## Question

A single layer of MoTe2 has several valleys: places in reciprocal space where the valence band has a local top or the conduction band a local bottom. The table lists their carrier masses from a density-functional calculation without spin-orbit coupling. The masses are in units of the free-electron mass $m_e$, and a light carrier is one that an electric field accelerates easily.

MoTe2 monolayer, geometry not relaxed, computed with Ansatz 0.2.0: DFT with PBE, scalar-relativistic, no spin polarization, PAW, plane-wave cutoff 420 eV, k mesh 24x24x1 (72x72x1 for the bands), Gaussian smearing 0.05 eV. Distances are counted from the valence top or the conduction bottom; hole masses are positive, and masses above 10 are not listed (n/a).

| row | valley distance from edge (eV) | valley edge | valley place | valley lightest mass (m_e) | valley heaviest mass (m_e) |
| --- | --- | --- | --- | --- | --- |
| 1 | 0.000 | valence | K | 0.642 | 0.642 |
| 2 | 0.385 | valence | Gamma | n/a | n/a |
| 3 | 0.000 | conduction | K | 0.511 | 0.511 |
| 4 | 0.253 | conduction | K-Gamma line | 0.391 | 1.310 |
| 5 | 0.336 | conduction | M | 1.274 | 1.481 |

The vertical gap is the distance between the valence and conduction bands at one and the same point. It is 1.05 eV at K, 1.73 eV at M and 3.44 eV at Gamma. At the valley on the K-Gamma line it is at least 1.30 eV, because no valence level lies higher than the one at K. The hole at Gamma, left without a mass in the table because its band is so flat, has a mass of about 12.5.

Three explanations of these masses are proposed.

- **A.** The gap sets the mass. The valence and conduction bands repel each other, equally strongly in every valley, so the mass is proportional to the vertical gap.
- **B.** The two bands repel each other, and each also carries the kinetic energy of a free electron.
- **C.** As B, but the bands further up and further down push as well.

Decide between them, and say why the hole at K is heavier than the electron there.

## Model answer

**The picture.** A mass measures how sharply a band curves: sharp curvature means a light carrier. A free electron has an upward-curving band. In a crystal, two bands that couple repel each other more and more as one moves away from the valley point, so the upper one is bent upwards and the lower one downwards. For a given coupling, the bending is stronger the closer the two levels lie. Every band therefore starts from the free-electron curve, is pushed up by the bands below it and is pushed down by those above it.

Second-order perturbation theory puts this into one line. Let $c$ be the upward curvature of a band, with the free electron at $c=1$:

$$c = 1+\sum_j \frac{2\,|p_j|^2}{m_e\,(E-E_j)}$$

Here $E$ is the level at the valley, $E_j$ is another level at the same point, and $p_j$ is the momentum matrix element that couples the two along the chosen direction. The sum runs over every other level, deep core levels and high empty ones included. The mass in units of $m_e$ is $1/c$ for an electron and $-1/c$ for a hole.

**Testing A.** This explanation keeps only the term between the valence and conduction bands. It then gives electron and hole at K the same mass, and its one constant can be taken from the average of their reciprocal masses:

$$\tfrac12\left(\tfrac{1}{0.642}+\tfrac{1}{0.511}\right)=1.757,\qquad m=\tfrac{1}{1.757}=0.569$$

This is 11% above the computed electron mass and 11% below the computed hole mass. Both rows went into the constant, so the real test lies in the other valleys. For the K-Gamma line, scaling with the gap gives

$$m \ge 0.569\times\frac{1.299}{1.046}=0.71$$

The computed light mass there is 0.391, less even than that of the K electron, although the gap is wider. At Gamma the rule gives 1.9 in place of 12.5; symmetry may even forbid the lowest conduction levels there to couple to the valence top, which A ignores.

A second objection needs no constant. The valley on the K-Gamma line has a mass of 0.391 along the line and 1.310 across it. Both directions belong to the same point and so share the same gap. What differs is the coupling $p_j$, which depends on direction. At K the threefold axis makes all in-plane directions equivalent, so this weakness of A stays hidden there.

**Testing B.** Restoring the free-electron term looks like an improvement, since that term certainly exists. With the same average at K, however, the electron mass becomes $1/(1.757+1)=0.36$ and the hole mass $1/(1.757-1)=1.32$. The hole comes out about twice as heavy as computed.

No other choice of constant would save B. In the conduction band, its only push comes from the valence band below, and that push is upwards. The curvature can then never be less than that of a free electron, and no conduction mass can be larger than 1. Both masses at M are larger than 1, as is the heavy mass on the K-Gamma line. Something above the conduction band must be pressing it down.

**Testing C.** The two band edges at K show how much the other bands matter. Whatever the valence band does to the conduction band, the conduction band does to the valence band with the opposite sign. When the two curvatures are added, this mutual push drops out, and B would leave exactly 2, one unit for each band. The computed masses give

$$\frac{1}{0.511}-\frac{1}{0.642}=0.40$$

The difference of $-1.6$ is the net push of all other bands on the pair. It points downwards, so the bands above the pair outweigh those below it. This sign is expected for bands built from fairly localized orbitals: a perfectly flat band has $c=0$, so the other levels, many of them far away, must cancel the free-electron term completely, which for a pair would give $-2$.

This also answers the question about the hole. The free-electron term favours upward curvature, which makes an electron lighter and a hole heavier. The net push of all the other bands takes back four fifths of that advantage at K, and the remaining fifth leaves the hole about 26% heavier than the electron. Explanation C is the one that survives.

The same balance accounts for the very heavy hole at Gamma. Its curvature is only $-1/12.5=-0.08$, so the net downward push of 1.08 barely exceeds the free-electron value of 1. The mass is the reciprocal of a small difference between two large contributions, which is why a rule based on the gap misses it so badly. For the same reason the value 12.5 should be read as "very flat" and no more: the atomic positions were not relaxed, and a small change in layer thickness could shift this balance noticeably.

## Remarks on the reasoning

**The better match belongs to the poorer theory.** At K, explanation A comes closer to the computed masses than B, although B contains more of the physics. A leaves out two things, the free-electron term and the other bands, and at K these largely offset each other in the sum of the two curvatures. B restores only one of them and so upsets the balance. Anyone who goes by the smaller error at K is tempted to choose A, although A cannot explain why the two masses there differ at all; the other valleys expose the mistake fully.

**C wins by elimination.** It contains every band, so it can accommodate any set of masses, and its agreement with the table is no achievement. The evidence lies in the failures of A and B. The value $-1.6$ is a measurement of what B lacks, made with the help of perturbation theory, and was not predicted beforehand.

**Which higher band does the pushing is a guess.** At M the next level lies only 0.35 eV above the conduction band, compared with 0.91 eV at K. That makes it a natural suspect, but it cannot explain both heavy masses at M. The layer has a mirror plane that contains the line from Gamma to M, and each level at M is either even or odd under it. Two levels of the same parity can couple only along that line, two of opposite parity only across it. A single level can therefore press the conduction band down in one direction at most. The plane of the layer is a second mirror, and a level of opposite parity under it cannot couple in any in-plane direction; the next levels at M and at K are expected to be of that kind, although the parities were not computed. Since both masses exceed 1, at least two higher levels must be at work. They may well be many and distant, and which ones matter would have to be settled by calculating the matrix elements.

**Where the numbers should be used with care.** Spin-orbit coupling splits the valence top at K, and the two branches need not have the same mass. The 26% difference between hole and electron therefore belongs to this calculation and should not be set directly against a measured one. The functional also makes gaps too small, which for a given coupling strengthens the repulsion between the two band edges; a method that widens the gap also changes the coupling, so the direction of the error in the K masses is not settled here.

**How to reason about another valley.** Start from the free electron and ask, for each direction separately, which bands can couple and on which side they lie. For an electron, coupled bands below make it lighter and coupled bands above make it heavier; for a hole it is the other way round. The valley on the K-Gamma line shows both outcomes at once: along the line the bands below prevail, and across it the bands above do. The gap alone therefore fixes neither the size of a mass nor how it changes with direction.
